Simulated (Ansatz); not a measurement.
# Al(111) / 3 layers Os(0001) / Al(111): resistance against film thickness, part 2 of 2

How does the resistance across the layers grow with the film in Al(111) / 3 layers Os(0001) / Al(111)?

Ansatz 0.2.0; Ansatz plane-wave DFT, LDA, PAW files; ballistic transport by layer matching (Landauer), zero bias.

So far. Step 2 (With 3 layers): The lead's potential steps by 19 meV from period to period, small in itself. The program estimates the junction's conductance to 9.4 % from the k-mesh, 1.5 % from the leads' distance from neutral and 18 % from their steps.

## (3) With 5 layers, film layers 5

The stack now holds 5 film layers; the k-mesh follows the cell, and the energies span -0.27 to 0.27 eV.

System of this step: Al(111) / 5 layers Os(0001) / Al(111). The cell holds 13 atoms: 8 Al and 5 Os. Cell: a = 2.862 Å, b = 2.862 Å, c = 28.550 Å, α = 90.0°, β = 90.0°, γ = 120.0°. It derives from Al and Os. Regions: lead, 8 atoms (8 Al); films, 5 atoms (5 Os). The structure is stacked along c, and the current runs across the ab planes.

input.yaml reads:

```yaml
crystal:
  lattice:
    - [2.862347037, 0.0, 0.0]
    - [-1.4311735185, 2.4788652485, 0.0]
    - [0.0, 0.0, 28.5499841672]
  atoms:
    - { symbol: Al, position: [0.0, 0.0, 0.0409299101] }
    - { symbol: Al, position: [0.3333333333, 0.6666666667, 0.1227897302] }
    - { symbol: Al, position: [0.6666666667, 0.3333333333, 0.2046495504] }
    - { symbol: Al, position: [0.0, 0.0, 0.2865093705] }
    - { symbol: Os, position: [0.3333333333, 0.6666666667, 0.3619514245] }
    - { symbol: Os, position: [0.6666666667, 0.3333333333, 0.4309757122] }
    - { symbol: Os, position: [0.3333333333, 0.6666666667, 0.5] }
    - { symbol: Os, position: [0.6666666667, 0.3333333333, 0.5690242878] }
    - { symbol: Os, position: [0.3333333333, 0.6666666667, 0.6380485755] }
    - { symbol: Al, position: [0.6666666667, 0.3333333333, 0.7134906295] }
    - { symbol: Al, position: [0.0, 0.0, 0.7953504496] }
    - { symbol: Al, position: [0.3333333333, 0.6666666667, 0.8772102698] }
    - { symbol: Al, position: [0.6666666667, 0.3333333333, 0.9590700899] }
kpoints:
  mp_grid: { grid: [15, 15, 1] }
hamiltonian:
  xc: lda
scf:
  occupations: { method: fermi_dirac, width: 0.1 }
output:
  transmission:
    leads: [[0, 1]]
    kmesh: [30, 30]
    e_range: [-0.27, 0.27]
    de: 0.036
  write_potential: true
  write_density: true
  volumetric_format: npy
```

Launch:

```sh
$ ansatz run input.yaml --threads 4 --pin off --max-ram 8192MiB --backend cpu --events-out ev --progress --plain --runs-dir out
```

Numbers of over 12 decimals in the logs are rounded to 6 here.

What it wrote:

```text
[...]
Crystal: 13 atoms, lattice volume = 202.573 Å³
Basis set: ecut = 420 eV, 3971 PW (Γ)
Bands: 65, of which v1, the nominal top of the filled ones, is band 52 counted from 1 (51 counted from 0)
Symmetry: 6 space group operations
[...]
k-points: 27 of 225 (time reversal used)
[...]
--- Transmission ---
  basis      : 61 plane waves across, 41 finite elements along
  points     : 91, standing for a mesh of 30 x 30
[...]
filled         : 31.6 meV over the level at which it is neutral
    channels       : 1.387778e0 a spin
[...]
slowest decay  : 0.0497 /Å at (0.3000, 0.3000)
  junction   : crystal 0 to crystal 0, 0.70 to 26.91 Å
    transmission   : 2.123764e-1 a spin
[...]
resistance     : 3.8215e-3 Ω µm² beyond half of each lead's own
[key lines of the parts left out:]
SCF converged after 8 iterations
Free energy (F): -59694.753075 eV
Fermi energy:    13.891473 eV
```

It took 35 s on 4 threads of Arm Neoverse V2, shared host; peak memory 0.7 GiB; 2.1 min of CPU time.

Numbers from this step:

```yaml
free_energy: -59694.7531 eV
energy_at_zero_smearing: -59694.6528 eV
fermi_energy: 13.89 eV
step_of_the_lead_s_potential: 20.2 meV
estimated_errors_of_the_lead_s_conductance: 0, 3.9, 0.5 % (band edges, k-mesh, distance from neutral)
lead_conductance_per_cell: 1.375 G₀
conductance_of_the_junction: 2.23e14 S/m²
junction_conductance_per_cell: 0.2041 G₀
estimated_errors_of_the_junction_s_conductance: 0.1, 0, 12.6, 49.3, 0.8 % (energy step, band edges, k-mesh, leads' steps, distance from neutral)
area_resistance_that_the_stack_adds_contact_term_taken_off_spin_by_spin: 3.821 fΩ m²
```

Per spin. Table of transmission, zone mean by energy, zero at the Fermi level:

```tsv
energy (eV)	transmission, zone mean
-0.270	0.238
-0.234	0.227
-0.198	0.224
-0.162	0.235
-0.126	0.229
-0.090	0.216
-0.054	0.191
-0.018	0.201
0.018	0.212
0.054	0.209
0.090	0.204
0.126	0.177
0.162	0.153
0.198	0.126
0.234	0.116
0.270	0.117
```

The conductance of the junction is 2.2e14 S/m², 16 % over the 1.9e14 S/m² of the last finished run, no more than the error estimates, leads' steps apart, of 9.4 and 13 % together. The estimate from the leads' steps, 49 %, is larger still.

## (4) With 6 layers, film layers 6

The stack now holds 6 film layers; the k-mesh follows the cell, and the energies span -0.27 to 0.27 eV.

System of this step: Al(111) / 6 layers Os(0001) / Al(111). The cell holds 14 atoms: 8 Al and 6 Os. Its edges and angles: a = 2.862 Å, b = 2.862 Å, c = 30.565 Å, α = 92.7°, β = 87.3°, γ = 120.0°. It derives from Al and Os. Regions: lead, 8 atoms (8 Al); films, 6 atoms (6 Os). The structure is stacked along c, and the current runs across the ab planes.

input.yaml reads:

```yaml
crystal:
  lattice:
    - [2.862347037, 0.0, 0.0]
    - [-1.4311735185, 2.4788652485, 0.0]
    - [1.4311735185, -0.8262884162, 30.52062649]
  atoms:
    - { symbol: Al, position: [0.9872376114, 0.0127623886, 0.0382871657] }
    - { symbol: Al, position: [0.2950461676, 0.7049538324, 0.1148614972] }
    - { symbol: Al, position: [0.6028547238, 0.3971452762, 0.1914358286] }
    - { symbol: Al, position: [0.91066328, 0.08933672, 0.2680101601] }
    - { symbol: Os, position: [0.220472965, 0.779527035, 0.3385811049] }
    - { symbol: Os, position: [0.532283779, 0.467716221, 0.4031486629] }
    - { symbol: Os, position: [0.1774279263, 0.8225720737, 0.467716221] }
    - { symbol: Os, position: [0.4892387403, 0.5107612597, 0.532283779] }
    - { symbol: Os, position: [0.1343828876, 0.8656171124, 0.5968513371] }
    - { symbol: Os, position: [0.4461937016, 0.5538062984, 0.6614188951] }
    - { symbol: Al, position: [0.7560033867, 0.2439966133, 0.7319898399] }
    - { symbol: Al, position: [0.0638119429, 0.9361880571, 0.8085641714] }
    - { symbol: Al, position: [0.3716204991, 0.6283795009, 0.8851385028] }
    - { symbol: Al, position: [0.6794290552, 0.3205709448, 0.9617128343] }
kpoints:
  mp_grid: { grid: [15, 15, 1] }
hamiltonian:
  xc: lda
scf:
  occupations: { method: fermi_dirac, width: 0.1 }
output:
  transmission:
    leads: [[0, 1]]
    kmesh: [30, 30]
    e_range: [-0.27, 0.27]
    de: 0.036
  write_potential: true
  write_density: true
  volumetric_format: npy
```

What it wrote:

```text
[...]
--- Transmission ---
  basis      : 61 plane waves across, 44 finite elements along
  points     : 241, standing for a mesh of 30 x 30
[...]
filled         : 26.8 meV over the level at which it is neutral
    channels       : 1.387778e0 a spin
[...]
slowest decay  : 0.0512 /Å at (0.4000, 0.3000)
  junction   : crystal 0 to crystal 0, 0.70 to 28.88 Å
    transmission   : 1.735749e-1 a spin
[...]
resistance     : 4.3092e-3 Ω µm² beyond half of each lead's own
[key lines of the parts left out:]
SCF converged after 8 iterations
Free energy (F): -70812.903767 eV
Fermi energy:    14.688989 eV
```

Wall time 1.8 min (4 threads); peak memory 1 GiB; 6.5 min of CPU time.

Numbers from this step:

```
free energy                                                                : -70812.9038 eV
energy at zero smearing                                                    : -70812.7843 eV
Fermi energy                                                               : 14.69 eV
step of the lead's potential                                               : 24.6 meV
estimated errors of the lead's conductance                                 : 0, 3.9, 0.4 % (band edges, k-mesh, distance from neutral)
lead conductance per cell                                                  : 1.374 G₀
conductance of the junction                                                : 2.01e14 S/m²
junction conductance per cell                                              : 0.1840 G₀
estimated errors of the junction's conductance                             : 1, 0, 15.9, 36.1, 2.3 % (energy step, band edges, k-mesh, leads' steps, distance from neutral)
area resistance that the stack adds (contact term taken off, spin by spin) : 4.309 fΩ m²
```

Per spin. The transmission, zone mean by energy, zero at the Fermi level:

```tsv
energy (eV)	transmission, zone mean
-0.270	0.165
-0.234	0.163
-0.198	0.183
-0.162	0.243
-0.126	0.225
-0.090	0.198
-0.054	0.196
-0.018	0.184
0.018	0.174
0.054	0.174
0.090	0.196
0.126	0.222
0.162	0.276
0.198	0.291
0.234	0.232
0.270	0.243
```

The conductance of the junction is 2.0e14 S/m², 9.8 % under the 2.2e14 S/m² of the last finished run, within the error estimates, leads' steps apart, of 13 and 16 %. The estimate from the leads' steps, 36 %, is larger still.

## (5) With 8 layers, film layers 8

The stack now holds 8 film layers; the k-mesh follows the cell, and the energies span -0.27 to 0.27 eV.

System of this step: Al(111) / 8 layers Os(0001) / Al(111). The cell holds 16 atoms: 8 Al and 8 Os. Its edges and angles: a = 2.862 Å, b = 2.862 Å, c = 34.502 Å, α = 92.4°, β = 87.6°, γ = 120.0°. It derives from Al and Os. Regions: lead, 8 atoms (8 Al); films, 8 atoms (8 Os). The structure is stacked along c, and the current runs across the ab planes.

input.yaml reads:

```yaml
crystal:
  lattice:
    - [2.862347037, 0.0, 0.0]
    - [-1.4311735185, 2.4788652485, 0.0]
    - [1.4311735185, -0.8262884162, 34.4619111355]
  atoms:
    - { symbol: Al, position: [0.9886971998, 0.0113028002, 0.0339084005] }
    - { symbol: Al, position: [0.2994249328, 0.7005750672, 0.1017252015] }
    - { symbol: Al, position: [0.6101526658, 0.3898473342, 0.1695420025] }
    - { symbol: Al, position: [0.9208803988, 0.0791196012, 0.2373588035] }
    - { symbol: Os, position: [0.2333803988, 0.7666196012, 0.2998588035] }
    - { symbol: Os, position: [0.5476526658, 0.4523473342, 0.3570420025] }
    - { symbol: Os, position: [0.1952582662, 0.8047417338, 0.4142252015] }
    - { symbol: Os, position: [0.5095305332, 0.4904694668, 0.4714084005] }
    - { symbol: Os, position: [0.1571361335, 0.8428638665, 0.5285915995] }
    - { symbol: Os, position: [0.4714084005, 0.5285915995, 0.5857747985] }
    - { symbol: Os, position: [0.1190140008, 0.8809859992, 0.6429579975] }
    - { symbol: Os, position: [0.4332862678, 0.5667137322, 0.7001411965] }
    - { symbol: Al, position: [0.7457862678, 0.2542137322, 0.7626411965] }
    - { symbol: Al, position: [0.0565140008, 0.9434859992, 0.8304579975] }
    - { symbol: Al, position: [0.3672417338, 0.6327582662, 0.8982747985] }
    - { symbol: Al, position: [0.6779694668, 0.3220305332, 0.9660915995] }
kpoints:
  mp_grid: { grid: [15, 15, 1] }
hamiltonian:
  xc: lda
scf:
  occupations: { method: fermi_dirac, width: 0.1 }
output:
  transmission:
    leads: [[0, 1]]
    kmesh: [30, 30]
    e_range: [-0.27, 0.27]
    de: 0.036
  write_potential: true
  write_density: true
  volumetric_format: npy
```

What it wrote:

```text
[...]
Crystal: 16 atoms, lattice volume = 244.520 Å³
Basis set: ecut = 420 eV, 4795 PW (Γ)
Bands: 92, of which v1, the nominal top of the filled ones, is band 76 counted from 1 (75 counted from 0)
Symmetry: 4 space group operations
k-points: 64 of 225
[...]
--- Transmission ---
  basis      : 61 plane waves across, 50 finite elements along
  points     : 241, standing for a mesh of 30 x 30
[...]
filled         : 25.1 meV over the level at which it is neutral
    channels       : 1.381111e0 a spin
[...]
slowest decay  : 0.0516 /Å at (0.3000, 0.3000)
  junction   : crystal 0 to crystal 0, 0.70 to 32.82 Å
    transmission   : 1.757060e-1 a spin
[...]
resistance     : 4.2960e-3 Ω µm² beyond half of each lead's own
[key lines of the parts left out:]
SCF converged after 8 iterations
Free energy (F): -93049.337803 eV
Fermi energy:    15.929202 eV
```

It took 2.1 min on 4 threads; peak memory 1.3 GiB; 7.6 min of CPU time.

Numbers from this step:

* free energy: -93049.3378 eV
* energy at zero smearing: -93049.2103 eV
* Fermi energy: 15.93 eV
* step of the lead's potential: 26.2 meV
* conductance of the junction: 2.02e14 S/m²
* junction conductance per cell: 0.1845 G₀
* estimated errors of the junction's conductance: 0.2, 0, 13.5, 65.4, 2.2 % (energy step, band edges, k-mesh, leads' steps, distance from neutral)
* area resistance that the stack adds (contact term taken off, spin by spin): 4.296 fΩ m²

Per spin. Table of transmission, zone mean by energy, zero at the Fermi level:

```tsv
energy (eV)	transmission, zone mean
-0.270	0.208
-0.234	0.214
-0.198	0.248
-0.162	0.290
-0.126	0.245
-0.090	0.210
-0.054	0.184
-0.018	0.195
0.018	0.176
0.054	0.180
0.090	0.155
0.126	0.162
0.162	0.150
0.198	0.148
0.234	0.155
0.270	0.140
```

The conductance of the junction is 2.0e14 S/m², 0.26 % over the 2.0e14 S/m² of the last finished run, within the error estimates, leads' steps apart, of 16 and 14 %. The estimate from the leads' steps, 65 %, is larger still.

## (6) With 10 layers, film layers 10

The stack now holds 10 film layers; the k-mesh follows the cell, and the energies span -0.27 to 0.27 eV.

System of this step: Al(111) / 10 layers Os(0001) / Al(111). The cell holds 18 atoms: 8 Al and 10 Os. Cell: a = 2.862 Å, b = 2.862 Å, c = 38.439 Å, α = 92.1°, β = 87.9°, γ = 120.0°. It derives from Al and Os. Regions: lead, 8 atoms (8 Al); films, 10 atoms (10 Os). The structure is stacked along c, and the current runs across the ab planes.

input.yaml reads:

```yaml
crystal:
  lattice:
    - [2.862347037, 0.0, 0.0]
    - [-1.4311735185, 2.4788652485, 0.0]
    - [1.4311735185, -0.8262884162, 38.4031957811]
  atoms:
    - { symbol: Al, position: [0.9898571958, 0.0101428042, 0.0304284126] }
    - { symbol: Al, position: [0.3029049208, 0.6970950792, 0.0912852377] }
    - { symbol: Al, position: [0.6159526457, 0.3840473543, 0.1521420628] }
    - { symbol: Al, position: [0.9290003707, 0.0709996293, 0.2129988879] }
    - { symbol: Os, position: [0.2436384765, 0.7563615235, 0.2690845704] }
    - { symbol: Os, position: [0.5598669632, 0.4401330368, 0.3203991103] }
    - { symbol: Os, position: [0.2094287833, 0.7905712167, 0.3717136502] }
    - { symbol: Os, position: [0.52565727, 0.47434273, 0.4230281901] }
    - { symbol: Os, position: [0.17521909, 0.82478091, 0.47434273] }
    - { symbol: Os, position: [0.4914475767, 0.5085524233, 0.52565727] }
    - { symbol: Os, position: [0.1410093967, 0.8589906033, 0.5769718099] }
    - { symbol: Os, position: [0.4572378834, 0.5427621166, 0.6282863498] }
    - { symbol: Os, position: [0.1067997034, 0.8932002966, 0.6796008897] }
    - { symbol: Os, position: [0.4230281901, 0.5769718099, 0.7309154296] }
    - { symbol: Al, position: [0.737666296, 0.262333704, 0.7870011121] }
    - { symbol: Al, position: [0.0507140209, 0.9492859791, 0.8478579372] }
    - { symbol: Al, position: [0.3637617459, 0.6362382541, 0.9087147623] }
    - { symbol: Al, position: [0.6768094709, 0.3231905291, 0.9695715874] }
kpoints:
  mp_grid: { grid: [15, 15, 1] }
hamiltonian:
  xc: lda
scf:
  occupations: { method: fermi_dirac, width: 0.1 }
output:
  transmission:
    leads: [[0, 1]]
    kmesh: [30, 30]
    e_range: [-0.27, 0.27]
    de: 0.036
  write_potential: true
  write_density: true
  volumetric_format: npy
```

What it wrote:

```text
[...]
Crystal: 18 atoms, lattice volume = 272.485 Å³
Basis set: ecut = 420 eV, 5355 PW (Γ)
Bands: 111, of which v1, the nominal top of the filled ones, is band 92 counted from 1 (91 counted from 0)
Symmetry: 4 space group operations
k-points: 64 of 225
[...]
--- Transmission ---
  basis      : 61 plane waves across, 57 finite elements along
  points     : 241, standing for a mesh of 30 x 30
[...]
filled         : 26.0 meV over the level at which it is neutral
    channels       : 1.381111e0 a spin
[...]
slowest decay  : 0.0514 /Å at (0.4000, 0.3000)
  junction   : crystal 0 to crystal 0, 0.70 to 36.76 Å
    transmission   : 1.845886e-1 a spin
[...]
resistance     : 4.2068e-3 Ω µm² beyond half of each lead's own
[key lines of the parts left out:]
SCF converged after 8 iterations
Free energy (F): -115285.750597 eV
Fermi energy:    16.941202 eV
```

Elapsed: 2.7 min, on 4 threads; peak memory 1.7 GiB; 9.6 min of CPU time.

Numbers from this step:

* free energy: -115285.7506 eV
* energy at zero smearing: -115285.6059 eV
* Fermi energy: 16.94 eV
* step of the lead's potential: 25.4 meV
* conductance of the junction: 2.05e14 S/m²
* junction conductance per cell: 0.1879 G₀
* estimated errors of the junction's conductance: 0.8, 0, 16.4, 52.3, 0.9 % (energy step, band edges, k-mesh, leads' steps, distance from neutral)
* area resistance that the stack adds (contact term taken off, spin by spin): 4.207 fΩ m²

Per spin. Transmission, zone mean against energy, zero at the Fermi level:

```tsv
energy (eV)	transmission, zone mean
-0.270	0.195
-0.234	0.158
-0.198	0.207
-0.162	0.184
-0.126	0.188
-0.090	0.188
-0.054	0.178
-0.018	0.194
0.018	0.185
0.054	0.163
0.090	0.176
0.126	0.227
0.162	0.213
0.198	0.194
0.234	0.200
0.270	0.185
```

The conductance of the junction is 2.1e14 S/m², 1.8 % over the 2.0e14 S/m² of the last finished run, within the error estimates, leads' steps apart, of 14 and 16 %. The estimate from the leads' steps, 52 %, is larger still.

## (7) All levels side by side

Times are for 4 threads of Arm Neoverse V2, shared host. The runs compared:

```tsv
no.	film layers	area resistance that the stack adds (contact term taken off, spin by spin) (fΩ m²)	conductance of the junction (S/m²)	time	memory (GiB)
1	3	4.527	1.93e14	59 s	0.52
2	5	3.821	2.23e14	35 s	0.70
3	6	4.309	2.01e14	1.8 min	1.0
4	8	4.296	2.02e14	2.1 min	1.3
5	10	4.207	2.05e14	2.7 min	1.7
```

## (8) Summary of results

- area resistance, 3 layers: 4.53 fΩ m²
- area resistance, 5 layers: 3.82 fΩ m²
- area resistance, 6 layers: 4.31 fΩ m²
- area resistance, 8 layers: 4.30 fΩ m²
- area resistance, 10 layers: 4.21 fΩ m²

In words: The stack adds 4.5 fΩ m² with 3 layers and 4.2 fΩ m² with 10. From 5 layers on no step exceeds the two runs' error estimates together, as expected where only the two interfaces scatter; half the mean, 2.1 fΩ m², is a rough coherent figure for one interface. With an hcp and an fcc partner, odd and even counts of layers end in unlike stacking at the second interface, which mixes with the effect of thickness. Atoms sit on ideal sites and aren't relaxed. Spin-orbit coupling is left out, which matters for Os. A lead's potential steps by up to 26 meV from period to period, which the log calls too much, so longer leads could move the result. The program's error estimates for the conductances, leads' steps apart, run from 9.4 to 16 %. The program's estimate of the error from the leads' steps alone runs to 65 %. Os(0001) is stretched by 4.7 % in plane to fit Al(111), at its own atomic volume. 1 further run is left out: refused by the program, or repeats without effect or without named leads.

[Logs are printed without paths, hosts, clocks, repeated set-up lines and the standing remarks that a program may print on its own settings, such as how far it seeks lower states.]

[Hosts, paths, dates, database ids (printed as entryN), source tags and the programs' standing remarks are cut or masked in the printed files.]
